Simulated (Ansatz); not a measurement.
# TaO2 monolayer (2H): from the cell to its phonons, part 2 of 2

How does TaO2 monolayer (2H) vibrate, and is this structure a minimum?

Ansatz 0.2.0; DFT PBE, scalar-relativistic, plane waves, PAW.

So far. Step 4 (Tight relaxation): The largest force component left is 0.12 meV/Å, within the tolerances set.

## Step 5: Linear response at the zone centre

The zone centre comes first: it holds the modes that light can see, as far as symmetry allows. No field response is asked, since the mesh shows no gap.

Contents of input.yaml:

```yaml
crystal:
  lattice:
    - [2.9759263965, 0.0, 0.0]
    - [-1.4879631983, 2.5772278592, 0.0]
    - [0.0, 0.0, 28.7]
  atoms:
    - { symbol: Ta, position: [0.3333333333, 0.6666666667, 0.3484320557] }
    - { symbol: O, position: [0.6666666667, 0.3333333333, 0.3895865117] }
    - { symbol: O, position: [0.6666666667, 0.3333333333, 0.3072775997] }
  periodic: [true, true, false]
kpoints:
  mp_grid: { grid: [18, 18, 1] }
hamiltonian:
  xc: pbe
scf:
  occupations: { method: methfessel_paxton, width: 0.15 }
output:
  eigenvalues: true
phonons:
  method: dfpt
```

The run is started by

```
$ ansatz run input.yaml --threads 8 --pin off --max-ram 14336MiB --backend cpu --events-out ev --progress --plain --runs-dir out
```

Numbers of over 12 decimals in the logs are rounded to 6 here.

What it wrote:

```text
Warning: crystal.symmetry: narrowed to the stabiliser of the run's FFT grids — unitary ops 12 → 6. A phonons.method: dfpt run fills in the rows of the dynamical matrix that it does not solve by its symmetry operations, which is exact only for operations that map its FFT grids onto themselves: filled in by any other, the frequencies could depend on the order in which like atoms are typed, or, by more than the grids' own error, on where the crystal sits among the grids' points. Excluded: 6 operations. The run can therefore solve more perturbations, solve them on more k-points, or both, and cost more. [rest of the remark cut]
[...]
Crystal: 3 atoms, lattice volume = 220.119 Å³
Basis set: ecut = 420 eV, 4187 PW (Γ), exchange–correlation on 40×40×384 points (8 copies of the dense FFT grid, shifted against one another)
Bands: 17, of which v1, the nominal top of the filled ones, is band 13 counted from 1 (12 counted from 0)
Symmetry: 12 space group operations
k-points: 91 of 324 (irreducible under 2 space group operations, time reversal used)
[...]
SCF iter   1: F=—  HF=-11069.071894 eV  |F-HF|=—  |Δ(HF+E_count)|=         —  Δρ=2.83e-3  dr2=1.05e-2  ethr=1.77e-3  ⟨swp⟩=11.6  Hψ=13279  notcnv=0
[...]
SCF iter  11: F=-11069.074211 eV  HF=-11069.074211 eV  |F-HF|=2.41e-9  |Δ(HF+E_count)|=   1.62e-8  S|Δr|=    0.00e0  Δρ=8.86e-8  dr2=5.19e-12  ethr=1.00e-12  ⟨swp⟩=16.9  Hψ=14441  notcnv=0
SCF 1 converged in 11 iterations: F = -11069.074211 eV  dr2 = 5.19e-12
[...]
DFPT response loops at Γ: preconditioner auto → none (partly filled bands, converged f_vac=0.812); β = 0.50; Broyden in place of MSR1
SCF converged after 11 iterations
[...]
Free energy (F): -11069.074211 eV
[...]
Internal energy: -11069.068674 eV  (E = F + TS)
E sigma→0 (E₀):  -11069.072827 eV
Entropy (-TS):   -0.005538 eV (-1.846 meV/atom)
Fermi energy:    -6.784607 eV
Step filling:    the computed levels leave a gap of 0.0000 eV = 0.0 smearing widths at the electron count; against every level under it full and every level over it empty, smearing changes F+E_penalty+E_count by -2.669 meV and its σ→0 estimate by -1.285 meV
[...]
--- Band table (eV; the first three rows and the last of 91) ---
  k-point 0: bands = [... 9 lower, -10.3978, -10.3978, -9.0314, -4.9517, -3.3717, -2.9501, -2.9501, -2.2426]
  k-point 1: bands = [... 9 lower, -10.4702, -10.4472, -8.9872, -5.0161, -3.3041, -2.9348, -2.8151, -2.3394]
  k-point 2: bands = [... 9 lower, -10.6509, -10.5849, -8.8970, -5.2948, -2.8847, -2.8806, -2.5787, -2.5245]
  k-point 90: bands = [... 9 lower, -10.6038, -10.5453, -8.9650, -7.0767, -3.1100, -1.6227, -0.9869, -0.0921]
--- Phonons (Γ-DFPT): 6 representative perturbations + reference, on 91 of 324 k-points (Σ response iterations 38) ---
  ASR residual: 6.700e-5 → 0.000e0 eV/Å²; symmetrization residual: 1.276e-5 eV/Å²
  The last average, over the group as it would stand without the narrowing to the FFT grids, took up to 9.828e-7 eV/Å² of the zone centre's force constants
  ASR residual per site (eV/Å²): 4.89e-5 6.70e-5 4.58e-5
  Γ frequencies (cm⁻¹): -385.13 -385.13 0.00 0.00 0.00 343.28 343.28 606.06 673.31
  non-analytic LO–TO correction: not included (Born effective charges unavailable; polar crystals: no LO–TO splitting at Γ)
```

The job ended after 45 s (8 threads of Arm Neoverse V2, shared host; peak memory 1.3 GiB; 5.5 min of CPU time).

Reading the cycles: dr2 is the Hartree energy of the density residual (eV), the measure of convergence; HF is the Harris–Foulkes estimate of the energy, which meets the free energy F at convergence.

Numbers from this step:

```yaml
sum_rule_residual_before_enforcement: 6.70e-5 eV/Å²
point_group: -6m2
highest_optical_mode_at_the_zone_centre_no_lo_to_term: 673.3 cm⁻¹
lowest_optical_zone_centre_mode: -385.1 cm⁻¹
```

Patterns of degenerate modes are one choice out of their space. The modes at Γ (shares of kinetic energy by element, %) (negative means imaginary):

| mode | frequency (cm⁻¹) | symmetry | Ta % | O % |
| --- | --- | --- | --- | --- |
| 1 | -385.1 | E' | 15 | 85 |
| 2 | -385.1 | E' | 15 | 85 |
| 3 | 0.0 | acoustic | 85 | 15 |
| 4 | 0.0 | acoustic | 85 | 15 |
| 5 | 0.0 | acoustic | 85 | 15 |
| 6 | 343.3 | E'' | 0 | 100 |
| 7 | 343.3 | E'' | 0 | 100 |
| 8 | 606.1 | A2'' | 15 | 85 |
| 9 | 673.3 | A1' | 0 | 100 |

Displacements in mode 2 (-385.1 cm⁻¹), the largest set to 1:
```
Ta1  0.00 -0.18  0.00
O2   0.00  1.00  0.00
O3   0.00  1.00  0.00
```

Displacements in mode 7 (343.3 cm⁻¹), the largest set to 1:
```
Ta1  0.00  0.00  0.00
O2   0.04 -1.00  0.00
O3  -0.04  1.00  0.00
```

Before it was imposed, the acoustic sum rule was missed by 6.7e-5 eV/Å². Small misses are needed for a sound result but don't prove that mesh and cutoff are converged. The lowest optical mode is imaginary, 385.1i cm⁻¹, so the energy falls along it.

## Step 6: Response at finite wavevector

Stability and thermal properties need the whole zone. Linear response on a 6×6×1 q mesh gives force constants as far as a supercell of that size would.

Edit input.yaml of step 5 so:

```diff
@@ -20 +20,10 @@
   method: dfpt
+  qmesh: [6, 6, 1]
+  temperatures: { t_max: 1000, t_step: 50 }
+  qpath:
+    path:
+      - [0.0, 0.0, 0.0]
+      - [0.5, 0.0, 0.0]
+      - [0.33333333, 0.33333333, 0.0]
+      - [0.0, 0.0, 0.0]
+    npoints: 10
```

What it wrote:

```text
[...]
Crystal: 3 atoms, lattice volume = 220.119 Å³
Basis set: ecut = 420 eV, 4187 PW (Γ), exchange–correlation on 40×40×384 points (8 copies of the dense FFT grid, shifted against one another)
Bands: 17, of which v1, the nominal top of the filled ones, is band 13 counted from 1 (12 counted from 0)
Symmetry: 12 space group operations
k-points: 37 of 324 (irreducible under 6 space group operations, time reversal used)
[...]
SCF iter   1: F=—  HF=-11069.072010 eV  |F-HF|=—  |Δ(HF+E_count)|=         —  Δρ=2.83e-3  dr2=1.06e-2  ethr=1.77e-3  ⟨swp⟩=11.7  Hψ=5425  notcnv=0
[...]
SCF iter  11: F=-11069.074211 eV  HF=-11069.074211 eV  |F-HF|=2.50e-9  |Δ(HF+E_count)|=   1.66e-8  S|Δr|=    0.00e0  Δρ=8.62e-8  dr2=4.04e-12  ethr=1.00e-12  ⟨swp⟩=15.2  Hψ=6320  notcnv=0
SCF 1 converged in 11 iterations: F = -11069.074211 eV  dr2 = 4.04e-12
[...]
phonons: the bands overlap, so this run is a metal and interpolates without the dipole-dipole term. If the crystal is really an insulator or semiconductor, its LO-TO splitting is missing
NSCF: frozen V_eff on 37 k-points
WARN: eigensolver did not converge in 2 slots of this pass, the one above among them; of largest residual over every band (k=12): 1 band(s) unlocked (lowest unlocked band 16, counted from 0; max residual 1.93e-4 eV among the unlocked bands, 1.93e-4 eV over every band); of lowest unlocked band (k=12): band 16
[...]
DFPT response loops at q = (0, 0, 0) (fractional): preconditioner auto → none (partly filled bands, converged f_vac=0.812); β = 0.50; Broyden in place of MSR1
[...]
SCF converged after 11 iterations
[...]
Free energy (F): -11069.074211 eV
[...]
Internal energy: -11069.068674 eV  (E = F + TS)
E sigma→0 (E₀):  -11069.072827 eV
Entropy (-TS):   -0.005538 eV (-1.846 meV/atom)
Fermi energy:    -6.784607 eV
[...]
--- Band table (eV; the first three rows and the last of 37) ---
  k-point 0: bands = [... 9 lower, -10.3978, -10.3978, -9.0314, -4.9517, -3.3717, -2.9501, -2.9501, -2.2426]
  k-point 1: bands = [... 9 lower, -10.4702, -10.4472, -8.9872, -5.0161, -3.3041, -2.9348, -2.8151, -2.3394]
  k-point 2: bands = [... 9 lower, -10.6509, -10.5849, -8.8970, -5.2948, -2.8847, -2.8806, -2.5787, -2.5245]
  k-point 36: bands = [... 9 lower, -11.3218, -10.1371, -9.1897, -6.8116, -4.0701, -1.1314, -0.2934, 0.0783]
--- Phonons (Γ-DFPT): 6 representative perturbations + reference (Σ response iterations 35) ---
  ASR residual: 5.627e-5 → 0.000e0 eV/Å²; symmetrization residual: 9.268e-6 eV/Å²
[...]
ASR residual per site (eV/Å²): 5.63e-5 5.12e-5 2.30e-5
  Γ frequencies (cm⁻¹): -385.13 -385.13 0.00 0.00 0.00 343.28 343.28 606.06 673.31
--- Phonons (arbitrary-q DFPT): 7 irreducible q on the 6×6×1 mesh ---
  q = [0.0000, 0.0000, 0.0000] (star 1, of the zone-centre solve; hermiticity 5.05e-7, symmetrization 3.78e-11, taken by the last average 8.90e-8): -385.13 -385.13 -0.00 -0.00 0.00 343.28 343.28 606.06 673.31
  q = [0.0000, 0.1667, 0.0000] (star 6, 9 solved perturbations on 171 of 324 k-point pairs; hermiticity 5.66e-7, symmetrization 5.02e-9, taken by the last average 1.13e-7): -411.28 -309.94 29.87 82.36 151.81 359.45 361.90 565.48 666.93
[...]
q = [0.1667, 0.1667, 0.0000] (star 6, 6 solved perturbations in 1485 linear systems a pass and spin channel, the states on 324 of 324 k-point pairs; hermiticity 3.71e-7, symmetrization 2.25e-10, taken by the last average 1.58e-7): -181.00 -160.04 68.08 170.21 285.93 380.37 394.20 521.38 655.80
[...]
sum rule: each row above includes the acoustic sum rule's correction from the zone centre's row sums; it moved no ω² by more than (0.93 cm⁻¹)²
  mesh force constants: q→R imaginary residual 1.09e-18; ASR residual 5.627e-5 → 0.000e0 eV/Å²; symmetrization residual 9.770e-15 eV/Å²
  interpolated dispersion: 31 rows × 9 modes
  density of states and harmonic sums: on the 24×24×1 q-mesh, interpolated from the force constants of a 6×6×1 supercell (no non-analytic term)
  largest difference from the sums on the solved wave vectors: F 5.10e-2 eV, S 6.71e-5 and C_V 1.65e-5 eV/K
  zero-point energy: 0.164075 eV/cell   skipped modes (ω ≤ 0): 91, of them read as no rigid motion or as one in doubt: 88 (1.418e0 modes/cell left out, lowest -414.59 cm⁻¹)   left out of the sums: 1.58e-1 of the cell's modes: C_V's classical limit lies that fraction below 3 k_B per atom; for a crystal, a wire or a layer, F and S can be off by more, and a phonons.interpolated_qmesh denser along its periods is the remedy for the sampling
```

It took 8.4 min on 8 threads; peak memory 2.5 GiB.

Numbers from this step:

| Quantity | Value |
| --- | --- |
| sum-rule residual before enforcement | 5.63e-5 eV/Å² |
| lowest frequency on the path | -414.6 cm⁻¹ |
| highest frequency on the path or at a solved wavevector | 673.3 cm⁻¹ |
| lowest mode on the q mesh (acoustic modes at Γ apart) | -411.3 cm⁻¹ |

Frequencies (cm⁻¹) solved at each irreducible wavevector; negative means imaginary. Frequencies by wavevector, by row:

| q in reciprocal lattice units | star | mode 1 | mode 2 | mode 3 | mode 4 | mode 5 | mode 6 | mode 7 | mode 8 | mode 9 |
| --- | --- | --- | --- | --- | --- | --- | --- | --- | --- | --- |
| 0 0 0 | 1 | -385.1 | -385.1 | 0 | 0 | 0 | 343.3 | 343.3 | 606.1 | 673.3 |
| 0 0.1667 0 | 6 | -411.3 | -309.9 | 29.9 | 82.4 | 151.8 | 359.4 | 361.9 | 565.5 | 666.9 |
| 0 0.3333 0 | 6 | -264.9 | -59.4 | 82.9 | 151.9 | 345.1 | 394.1 | 396.8 | 507.6 | 651.6 |
| 0 -0.5 0 | 3 | -138.9 | 107.1 | 142.1 | 194.9 | 410 | 412.6 | 431.3 | 479.6 | 651.1 |
| 0.1667 0.1667 0 | 6 | -181 | -160 | 68.1 | 170.2 | 285.9 | 380.4 | 394.2 | 521.4 | 655.8 |
| 0.1667 0.3333 0 | 12 | -78.8 | 101.7 | 191.1 | 260 | 410.2 | 415 | 421.1 | 480.4 | 649.3 |
| 0.3333 0.3333 0 | 2 | -154.4 | 108.2 | 241.9 | 304.9 | 418.6 | 424.1 | 459.2 | 466.6 | 646.4 |

Interpolated from a 6×6×1 q mesh. Phonon branches along the path, in cm⁻¹:

| point | branch 1 | branch 2 | branch 3 | branch 4 | branch 5 | branch 6 | branch 7 | branch 8 | branch 9 |
| --- | --- | --- | --- | --- | --- | --- | --- | --- | --- |
| Γ | -385 | -385 | 0 | 0 | 0 | 343 | 343 | 606 | 673 |
| halfway | -356 | -188 | 57 | 112 | 242 | 378 | 378 | 534 | 658 |
| M | -139 | 107 | 142 | 195 | 410 | 413 | 431 | 480 | 651 |
| halfway | -70 | 106 | 201 | 264 | 416 | 417 | 432 | 473 | 649 |
| K | -154 | 108 | 242 | 305 | 419 | 424 | 459 | 467 | 646 |
| halfway | -181 | -160 | 68 | 170 | 286 | 380 | 394 | 521 | 656 |
| Γ | -385 | -385 | 0 | 0 | 0 | 343 | 343 | 606 | 673 |

The phonon branches as a text plot (rows in cm⁻¹):

```
    651 |********************************************************
    605 |*****                                             ******
    560 |     ****                                    *****
    515 |         ******                          ****
    469 |               **************************
    424 |               ****************************
    379 |     ************                        *********
    333 |*****                                             ******
    288 |           **              **************  **
    243 |         **            **** **********   **
    197 |       **      ********   **          ***    ***
    152 |     **    ****  *********               ****   **
    107 |   **  ****  ****************************    *******
     61 | ************                            *******  *****
     16 |*******      **                                 ********
    -29 |                       ***
    -75 |                      *   *
   -120 |           **      ***     ****     *******
   -165 |         **      **            *****       **
   -211 |               **
   -256 |       **    **                              ***
   -301 |           **                                *****
   -347 |   ****  **                                       **
   -392 |*********                                       ********
         Γ                   M           K                      Γ
```

Tetrahedra on a 24×24×1 mesh, mean over bins of 10 cm-1. Interpolated from a 6×6×1 q mesh. The phonon density of states by wavenumber; read off at these points:

wavenumber (cm⁻¹), phonon density of states (1/cm⁻¹/cell) and a bar:
```
     -415     0.0024 #
     -385     0.0031 #
     -355     0.0029 #
     -325     0.0025 #
     -295     0.0024 #
     -265     0.0024 #
     -235     0.0026 #
     -205     0.0028 #
     -175     0.0032 #
     -145     0.0060 ###
     -125     0.0063 ###
     -105     0.0090 ####
      -95     0.0073 ###
      -65     0.0031 #
      -35     0.0016 #
       -5     0.0008 
       25     0.0051 ##
       55     0.0083 ####
       85     0.0132 ######
      105     0.0420 ###################
      115     0.0078 ###
      145     0.0073 ###
      175     0.0079 ###
      205     0.0103 #####
      235     0.0105 #####
      265     0.0052 ##
      295     0.0071 ###
      325     0.0019 #
      355     0.0146 ######
      385     0.0225 ##########
      405     0.0473 #####################
      415     0.0677 ##############################
      435     0.0067 ###
      465     0.0046 ##
      475     0.0200 #########
      495     0.0109 #####
      525     0.0060 ###
      555     0.0038 ##
      585     0.0025 #
      615     0.0000 
      645     0.0329 ###############
      655     0.0466 #####################
      675     0.0057 ###
```

The partial phonon density of states has structure finer than the step of the table below, so its rows give means over 25 cm⁻¹, whole bins alone (the curve runs from -425 to 704 cm⁻¹). Peaks (cm⁻¹: height): O 412.5: 0.0516, 483.5: 0.0165, 653.8: 0.0376; Ta -98.6: 0.00707, 100.1: 0.0252.

Phonopy on the run's constants, 21x21x1 mesh, Gaussian sigma 8.1 cm-1. Interpolated from a 6×6×1 q mesh. The partial phonon density of states by wavenumber; means over each step; values in 1/cm⁻¹/cell:

| wavenumber (cm⁻¹) | O | Ta |
| --- | --- | --- |
| -400 | 0.00340 | 7.1e-4 |
| -375 | 0.00281 | 6.6e-4 |
| -350 | 0.00201 | 5.4e-4 |
| -325 | 0.00201 | 6.8e-4 |
| -300 | 0.00159 | 6.0e-4 |
| -275 | 0.00197 | 9.7e-4 |
| -250 | 0.00127 | 7.8e-4 |
| -225 | 0.00136 | 0.00106 |
| -200 | 0.00151 | 0.00157 |
| -175 | 0.00152 | 0.00185 |
| -150 | 0.00142 | 0.00315 |
| -125 | 0.00178 | 0.00556 |
| -100 | 0.00101 | 0.00592 |
| -75 | 4.1e-4 | 0.00287 |
| -50 | 4.7e-4 | 0.00281 |
| -25 | 1.5e-4 | 7.8e-4 |
| 0 | 2.8e-4 | 0.00153 |
| 25 | 7.7e-4 | 0.00407 |
| 50 | 0.00151 | 0.00692 |
| 75 | 0.00180 | 0.0112 |
| 100 | 0.00245 | 0.0213 |
| 125 | 0.00224 | 0.00929 |
| 150 | 0.00214 | 0.00537 |
| 175 | 0.00282 | 0.00583 |
| 200 | 0.00384 | 0.00654 |
| 225 | 0.00349 | 0.00619 |
| 250 | 0.00378 | 0.00272 |
| 275 | 0.00444 | 9.6e-4 |
| 300 | 0.00453 | 0.00100 |
| 325 | 0.00217 | 3.1e-4 |
| 350 | 0.0110 | 4.3e-4 |
| 375 | 0.0187 | 6.1e-4 |
| 400 | 0.0375 | 0.00102 |
| 425 | 0.0286 | 9.3e-4 |
| 450 | 0.00582 | 1.4e-4 |
| 475 | 0.0135 | 2.8e-4 |
| 500 | 0.0102 | 4.7e-4 |
| 525 | 0.00564 | 4.9e-4 |
| 550 | 0.00366 | 4.5e-4 |
| 575 | 0.00247 | 3.7e-4 |
| 600 | 0.00133 | 2.2e-4 |
| 625 | 0.00251 | 5.9e-5 |
| 650 | 0.0279 | 4.2e-4 |
| 675 | 0.00897 | 6.0e-5 |

Symmetry leaves 7 wavevectors to solve. The lowest mode among them, the acoustic zeros apart, lies at q = (0, 0.167, 0) and is imaginary, 411.3i cm⁻¹, so the energy falls along it. Between them the interpolated path dips to 415i cm⁻¹.

## Step 7: Isotope substitution

An isotope changes the mass and not the force constants, so no new electronic calculation is needed; the shifts show which modes move this element.

The same force constants with the mass of O changed from 15.999 to 17.999 u (phonopy, no LO-TO term). Both lists are sorted by frequency; levels can cross, so a row need not hold one and the same mode. Modes under 3 cm⁻¹ are left out. Isotope shifts, by row:

| q | rank | natural mass (cm⁻¹) | changed mass (cm⁻¹) |
| --- | --- | --- | --- |
| 0 0 0 | 1 | -385.1 | -366.5 |
| 0 0 0 | 2 | -385.1 | -366.5 |
| 0 0 0 | 6 | 343.3 | 323.6 |
| 0 0 0 | 7 | 343.3 | 323.6 |
| 0 0 0 | 8 | 606.1 | 576.7 |
| 0 0 0 | 9 | 673.3 | 634.8 |
| 0 0.1667 0 | 1 | -411.3 | -392.1 |
| 0 0.1667 0 | 2 | -309.9 | -297 |
| 0 0.1667 0 | 3 | 29.87 | 29.59 |
| 0 0.1667 0 | 4 | 82.36 | 81.45 |
| 0 0.1667 0 | 5 | 151.8 | 149.3 |
| 0 0.1667 0 | 6 | 359.4 | 338.9 |
| 0 0.1667 0 | 7 | 361.9 | 341.8 |
| 0 0.1667 0 | 8 | 565.5 | 537.3 |
| 0 0.1667 0 | 9 | 666.9 | 628.9 |
| 0 0.3333 0 | 1 | -264.9 | -254.6 |
| 0 0.3333 0 | 2 | -59.42 | -58.78 |
| 0 0.3333 0 | 3 | 82.93 | 82.41 |
| 0 0.3333 0 | 4 | 151.9 | 149 |
| 0 0.3333 0 | 5 | 345.1 | 328.7 |
| 0 0.3333 0 | 6 | 394.1 | 372.5 |
| 0 0.3333 0 | 7 | 396.8 | 374.1 |
| 0 0.3333 0 | 8 | 507.6 | 480.4 |
| 0 0.3333 0 | 9 | 651.6 | 614.8 |
| 0 -0.5 0 | 1 | -138.9 | -135.2 |
| 0 -0.5 0 | 2 | 107.1 | 106.8 |
| 0 -0.5 0 | 3 | 142.1 | 141.1 |
| 0 -0.5 0 | 4 | 194.9 | 188.8 |
| 0 -0.5 0 | 5 | 410 | 387 |
| 0 -0.5 0 | 6 | 412.6 | 389 |
| 0 -0.5 0 | 7 | 431.3 | 409 |
| 0 -0.5 0 | 8 | 479.6 | 452.9 |
| 0 -0.5 0 | 9 | 651.1 | 614.6 |

A mode of this element alone would shift by -5.72 %. The highest zone-centre frequency without the field goes from 673.3 to 634.8 cm⁻¹ (-5.7 %).

## Step 8: Results

```
space group after relaxation (within 0.01 Å)            : P-6m2
area per atom                                           : 2.56 Å²
electronic character                                    : no gap on this mesh
highest optical mode at the zone centre (no LO-TO term) : 673 cm⁻¹
lowest optical zone-centre mode                         : -385 cm⁻¹
lowest mode on the q mesh (acoustic modes at Γ apart)   : -411 cm⁻¹
highest frequency on the path or at a solved wavevector : 673 cm⁻¹
imaginary modes on the 6×6×1 q mesh                     : yes
```

What this shows: Modes are clearly imaginary (beyond 10i cm⁻¹) at 7 of the 7 irreducible wavevectors, most at q = (0, 0.167, 0) (411.3i cm⁻¹), so this structure is not a minimum of the energy. The optical modes at Γ span -385 to 673 cm⁻¹ (negative means imaginary). The highest mode in this list at Γ, 673.3 cm⁻¹, is mostly motion of O (100 % of the kinetic energy). With no gap, or one that is small against the smearing, the frequencies hang on the k mesh and the smearing, most of all near Kohn anomalies. The phonon runs are without spin polarisation, although the cell has an odd electron count. In a sheet or slab the interpolated bending branch near Γ is rough, since the rotational sum rule isn't imposed. Spin-orbit coupling is left out, which can matter for the heavy elements here. A phonon run warned that its eigensolver left some bands unconverged in a pass. The starting cell was built on a prototype and not taken from a measurement. These are harmonic frequencies at zero temperature: anharmonic shifts, linewidths and thermal expansion are left out.

[Logs are printed without paths, hosts, clocks, repeated set-up lines and the standing remarks that a program may print on its own settings, such as how far it seeks lower states.]

[Hosts, paths, dates, database ids (printed as entryN), source tags and the programs' standing remarks are cut or masked in the printed files.]
